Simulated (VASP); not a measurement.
# Tl (P6_3/mmc) in VASP: elastic constants with PBEsol

Aim: the elastic constants of Tl with PBEsol.

All numbers are computed with VASP 6.6.1; they aren't measurements. Logs are shortened: lines on timing, memory, paths and dates and some standing lists are left out, and cuts for length are marked.

### Step 1. The crystal as given

The structure is hexagonal, space group P6_3/mmc (No. 194). Conventional cell: a = 3.513 Å, b = 3.513 Å, c = 5.371 Å, α = 90.00°, β = 90.00°, γ = 120.00°. Tl (site symmetry -6m2) is surrounded by 12 Tl at 3.37 to 3.51 Å.

### Step 2. Elastic constants, PBEsol

POSCAR reads:

```
Tl
1.0
    3.5131862429      0.0000000000      0.0000000000
   -1.7565931214      3.0425085346     -0.0000000000
   -0.0000000000      0.0000000000      5.3706910155
  Tl
     2
Direct
     0.3333333332999970    0.6666666667000030    0.2500000000000000
     0.6666666667000030    0.3333333332999970    0.7500000000000000
```

INCAR.step1 reads:

```
SYSTEM = Tl
  PREC = Accurate
  ENCUT = 600
  EDIFF = 1E-8
  ISMEAR = 1
  SIGMA = 0.2
  LREAL = .FALSE.
  LASPH = .TRUE.
  NELM = 80
  ALGO = Normal
  ISIF = 3
  LWAVE = .FALSE.
  LCHARG = .FALSE.
  GGA = PS
  KPAR = 2
  IBRION = 2
  NSW = 40
  EDIFFG = -0.002
```

INCAR.step2 reads:

```
SYSTEM = Tl
  PREC = Accurate
  ENCUT = 600
  EDIFF = 1E-8
  ISMEAR = 1
  SIGMA = 0.2
  LREAL = .FALSE.
  LASPH = .TRUE.
  NELM = 80
  ALGO = Normal
  ISIF = 3
  LWAVE = .FALSE.
  LCHARG = .FALSE.
  GGA = PS
  KPAR = 2
  IBRION = 6
  NFREE = 2
  POTIM = 0.015
  NSW = 1
```

KPOINTS reads:

```
regular mesh
0
G
  24 24 12
  0 0 0
```

Potentials or basis: VASP PAW PBE potentials, release 64 (Tl_d).

Run with:

```sh
> cat potpaw_PBE.64/Tl_d/POTCAR > POTCAR
> cp INCAR.step1 INCAR
> mpirun -np 2 vasp_std > vasp.out
> cp CONTCAR POSCAR
> cp INCAR.step2 INCAR
> mpirun -np 2 vasp_std > vasp.out
```

OUTCAR:

```text
SYSTEM = Tl
   PREC = Accurate
   ENCUT = 600
   EDIFF = 1E-8
   ISMEAR = 1
   LREAL = .FALSE.
   LASPH = .TRUE.
   NELM = 80
   ISIF = 3
   GGA = PS
   IBRION = 6
   NFREE = 2
   POTIM = 0.015
   NSW = 1

 ion  position               nearest neighbor table
   1  0.333  0.667  0.250-   2 3.40   2 3.40   2 3.40   2 3.40   2 3.40   2 3.40
   2  0.667  0.333  0.750-   1 3.40   1 3.40   1 3.40   1 3.40   1 3.40   1 3.40

  LATTYP: Found a hexagonal cell.
 ALAT       =     3.4655029544
 C/A-ratio  =     1.5855568898

  Lattice vectors:

 A1 = (   3.4655029544,  -0.0000000000,  -0.0000000000)
 A2 = (  -1.7327514772,   3.0012135954,   0.0000000000)
 A3 = (   0.0000000000,   0.0000000000,   5.4947520861)

Analysis of symmetry for initial positions (statically):
=====================================================================
 Subroutine PRICEL returns:
 Original cell was already a primitive cell.

 Routine SETGRP: Setting up the symmetry group for a
 hexagonal supercell.

 Subroutine GETGRP returns: Found 24 space group operations
 (whereof 12 operations were pure point group operations)
 out of a pool of 24 trial point group operations.

The static configuration has the point symmetry D_3d.
 The point group associated with its full space group is D_6h.

Analysis of symmetry for dynamics (positions and initial velocities):
=====================================================================
 Subroutine PRICEL returns:
 Original cell was already a primitive cell.

 Routine SETGRP: Setting up the symmetry group for a
 hexagonal supercell.

 Subroutine GETGRP returns: Found 24 space group operations
 (whereof 12 operations were pure point group operations)
 out of a pool of 24 trial point group operations.

The dynamic configuration has the point symmetry D_3d.
 The point group associated with its full space group is D_6h.

 Subroutine INISYM returns: Found 24 space group operations
 (whereof 12 operations are pure point group operations),
 and found     1 'primitive' translations

----------------------------------------------------------------------------------------

                                     Primitive cell

  volume of cell :      57.1493

  direct lattice vectors                    reciprocal lattice vectors
     3.465502954 -0.000000000 -0.000000000     0.288558404  0.166599272 -0.000000000
    -1.732751477  3.001213595  0.000000000     0.000000000  0.333198544 -0.000000000
     0.000000000  0.000000000  5.494752086     0.000000000 -0.000000000  0.181991832

  length of vectors
     3.465502954  3.465502954  5.494752086     0.333198544  0.333198544  0.181991832

  position of ions in fractional coordinates (direct lattice)
     0.333333333  0.666666667  0.250000000
     0.666666667  0.333333333  0.750000000

  ion indices of the primitive-cell ions
   primitive index   ion index
                 1           1
                 2           2

----------------------------------------------------------------------------------------

 KPOINTS: regular mesh

Automatic generation of k-mesh.
[... 120 lines left out ...]

  FORCE on cell =-STRESS in cart. coord.  units (eV):
  Direction    XX          YY          ZZ          XY          YZ          ZX
  --------------------------------------------------------------------------------------
  -------------------------------------------------------------------------------------
  Total       -0.0025918     -0.0025918      0.0036420     -0.0000000      0.0000000      0.0000000
  in kB       -0.0726598     -0.0726598      0.1021018     -0.0000000      0.0000000      0.0000000
  external PRESSURE =      -0.0144060 kB  Pullay stress =       0.0000000 kB
[... 89 lines left out ...]
  FREE ENERGIE OF THE ION-ELECTRON SYSTEM (eV)
  ---------------------------------------------------
  free  energy   TOTEN  =        -5.2607217413 eV

  energy  without entropy=       -5.2615702583  energy(sigma->0) =       -5.26100458

[... ionic steps 4 to 14 ...]

--------------------------------------- Ionic step       15  -------------------------------------------

 number of electron      26.0000001 magnetization

------------------------ aborting loop because EDIFF is reached ----------------------------------------
[... 67 lines left out ...]
--------------------------------------- Ionic step       17  -------------------------------------------

 number of electron      26.0000000 magnetization

 Free energy of the ion-electron system (eV)
  ---------------------------------------------------
  ext. energy  EPLUGINS =         0.00000000
  ---------------------------------------------------
  free energy    TOTEN  =        -5.26231497 eV

  energy without entropy =       -5.26278131  energy(sigma->0) =       -5.26247042

 E-fermi :   6.3968     XC(G=0): -10.3701

 val. band max:        6.3836428820   @ k =  -0.0000   0.3333   0.4167
 cond. band min:       6.4026618749   @ k =   0.2500   0.1667  -0.0000
 fundamental gap:      0.0190189929
 Fermi energy:         6.3968317466

 k-point     1 :       0.0000    0.0000    0.0000
  band No.  band energies     occupation
      1      -5.3571      2.00000
      2      -5.1122      2.00000
      3      -5.1015      2.00000
      4      -5.1015      2.00000
      5      -5.0463      2.00000
      6      -5.0463      2.00000
[... 457 lines left out ...]
      4      -5.1627      2.00000
      5      -4.9283      2.00000
      6      -4.9134      2.00000
[... 9 lines left out ...]
     16       9.9852     -0.00000
     17      10.2626     -0.00000

 [... further k-points ...]

------------------------ aborting loop because EDIFF is reached ----------------------------------------

  FORCE on cell =-STRESS in cart. coord.  units (eV):
  Direction    XX          YY          ZZ          XY          YZ          ZX
  --------------------------------------------------------------------------------------
  -------------------------------------------------------------------------------------
  Total       -0.0015409     -0.0015409      0.0054456     -0.0000000      0.0000000     -0.0000000
  in kB       -0.0431979     -0.0431979      0.1526670     -0.0000000      0.0000000     -0.0000000
  external PRESSURE =       0.0220904 kB  Pullay stress =       0.0000000 kB
[... 17 lines left out ...]
  FREE ENERGIE OF THE ION-ELECTRON SYSTEM (eV)
  ---------------------------------------------------
  free  energy   TOTEN  =        -5.2623149696 eV

  energy  without entropy=       -5.2627813139  energy(sigma->0) =       -5.26247042

 INTERNAL STRAIN TENSORS FROM STRAINED CELLS
 ============================================

 INTERNAL STRAIN TENSOR FOR ION    1 for displacements in x,y,z  (eV/Angst):
          X           Y           Z          XY          YZ          ZX
  --------------------------------------------------------------------------------
  x    -0.00000     0.00000    -0.00000    -0.80053     0.00000    -0.00000
  y    -0.79849     0.79029    -0.00000    -0.00007     0.00004    -0.00003
  z    -0.00000     0.00000    -0.00000     0.00000     0.00676    -0.00000

 INTERNAL STRAIN TENSORS FROM DISPLACED ATOMS
 ============================================

 INTERNAL STRAIN TENSOR FOR ION    1 for displacements in x,y,z  (eV/Angst):
          X           Y           Z          XY          YZ          ZX
  --------------------------------------------------------------------------------
  x    -0.00000     0.00000     0.00000    -0.81742     0.00000    -0.00000
  y    -0.81742     0.81742    -0.00000     0.00000     0.00000     0.00000
  z    -0.00000     0.00000    -0.00000     0.00000     0.00000     0.00000

 INTERNAL STRAIN TENSOR FOR ION    2 for displacements in x,y,z  (eV/Angst):
          X           Y           Z          XY          YZ          ZX
  --------------------------------------------------------------------------------
  x     0.00000    -0.00000    -0.00000     0.81742    -0.00000     0.00000
  y     0.81742    -0.81742     0.00000    -0.00000    -0.00000    -0.00000
  z     0.00000    -0.00000     0.00000    -0.00000    -0.00000    -0.00000

 Eigenvectors and eigenvalues of the dynamical matrix
 ----------------------------------------------------

   1 f  =    2.576524 THz    16.188776 2PiTHz   85.943578 cm-1    10.655641 meV
             X         Y         Z           dx          dy          dz
     -0.000000  2.000809  1.373688     0.000000    0.000000    0.707107
      1.732751  1.000405  4.121064    -0.000000    0.000000   -0.707107
[... 11 lines left out ...]
   4 f  =    0.000000 THz     0.000000 2PiTHz    0.000000 cm-1     0.000000 meV
             X         Y         Z           dx          dy          dz
     -0.000000  2.000809  1.373688    -0.023423    0.679718    0.193480
      1.732751  1.000405  4.121064    -0.023423    0.679718    0.193480

   5 f/i=    0.000000 THz     0.000000 2PiTHz    0.000000 cm-1     0.000000 meV
             X         Y         Z           dx          dy          dz
     -0.000000  2.000809  1.373688     0.706718    0.022309    0.007183
      1.732751  1.000405  4.121064     0.706718    0.022309    0.007183

   6 f/i=    0.000000 THz     0.000000 2PiTHz    0.000001 cm-1     0.000000 meV
             X         Y         Z           dx          dy          dz
     -0.000000  2.000809  1.373688     0.000801    0.193612   -0.680084
      1.732751  1.000405  4.121064     0.000801    0.193612   -0.680084

--------------------------------------------------------------------------------------------------------

 ELASTIC MODULI CONTR FROM IONIC RELAXATION (kBar)
 Direction    XX          YY          ZZ          XY          YZ          ZX
 --------------------------------------------------------------------------------
 XX         -55.4516     55.4516     -0.0000     -0.0000      0.0000      0.0000
 YY          55.4516    -55.4516      0.0000     -0.0000     -0.0000     -0.0000
 ZZ          -0.0000      0.0000     -0.0000      0.0000     -0.0000      0.0000
 XY          -0.0000     -0.0000      0.0000    -55.4516      0.0000     -0.0000
 YZ           0.0000     -0.0000     -0.0000      0.0000     -0.0000     -0.0000
 ZX           0.0000     -0.0000      0.0000     -0.0000     -0.0000     -0.0000
 --------------------------------------------------------------------------------

 TOTAL ELASTIC MODULI (kBar)
 Direction    XX          YY          ZZ          XY          YZ          ZX
 --------------------------------------------------------------------------------
 XX         401.5111    345.3431    318.9490      0.0000      0.0000     -0.0000
 YY         345.3431    401.5111    318.9490      0.0000      0.0000     -0.0000
 ZZ         318.9490    318.9490    562.7560      0.0000      0.0000     -0.0000
 XY           0.0000      0.0000      0.0000     28.0840      0.0000      0.0000
 YZ           0.0000      0.0000      0.0000      0.0000     96.9274      0.0000
 ZX          -0.0000     -0.0000     -0.0000      0.0000      0.0000     96.9274
 --------------------------------------------------------------------------------
```

Wall time 54 min (2 MPI ranks of Intel Xeon 6975P-C (Granite Rapids), shared host); peak memory 3 GiB.

Results:

```
Relaxed volume                         : 28.57 Å³/atom
Relaxed cell                           : a = 3.466 Å, b = 3.466 Å, c = 5.495 Å, α = 90.00°, β = 90.00°, γ = 120.00°
Space group after relaxing (to 0.05 Å) : P6_3/mmc (No. 194)
Voigt bulk modulus                     : 37 GPa
Highest phonon frequency at Γ          : 86 cm⁻¹
```

The path:
| step | energy change (eV) | largest force (eV/Å) | pressure (GPa) | volume (Å³) |
| --- | --- | --- | --- | --- |
| 1 | 0.0000 | 0.0000 | -0.02 | 57.41 |
| 2 | -0.0004 | 0.0000 | -0.02 | 57.37 |
| 3 | -0.0014 | 0.0000 | 0.00 | 57.28 |
| 4 | -0.0022 | 0.0000 | 0.05 | 57.06 |
| 5 | -0.0022 | 0.0000 | 0.03 | 57.11 |
| 6 | -0.0022 | 0.0000 | 0.04 | 57.10 |
| 7 | -0.0022 | 0.0000 | -0.05 | 57.23 |
| 8 | -0.0022 | 0.0000 | 0.00 | 57.15 |

Final structure:
```xyz
2
Lattice="3.4655 0.0000 0.0000 -1.7328 3.0012 0.0000 0.0000 0.0000 5.4948" Properties=species:S:1:pos:R:3 pbc="T T T"
Tl    0.0000    2.0008    1.3737
Tl    1.7328    1.0004    4.1211
```

Phonon frequencies in cm⁻¹ (negative: imaginary):
```tsv
q point	frequencies
(0.000, 0.000, 0.000)	0 0 0 30 30 86
```

Elastic tensor in Voigt notation (GPa, in the Cartesian axes of the cell as first typed):
```
40 35 32  0  0  0
35 40 32  0  0  0
32 32 56  0  0  0
 0  0  0 10  0  0
 0  0  0  0 10  0
 0  0  0  0  0  3
```

Clamped-ion elastic tensor (GPa):
```
46 29 32  0  0  0
29 46 32  0  0  0
32 32 56  0  0  0
 0  0  0 10  0  0
 0  0  0  0 10  0
 0  0  0  0  0  8
```

Caveat: the PAW data sets were made with another functional, which shifts forces and pressure a little. Spin-orbit coupling is left out, which matters for the levels of Tl.
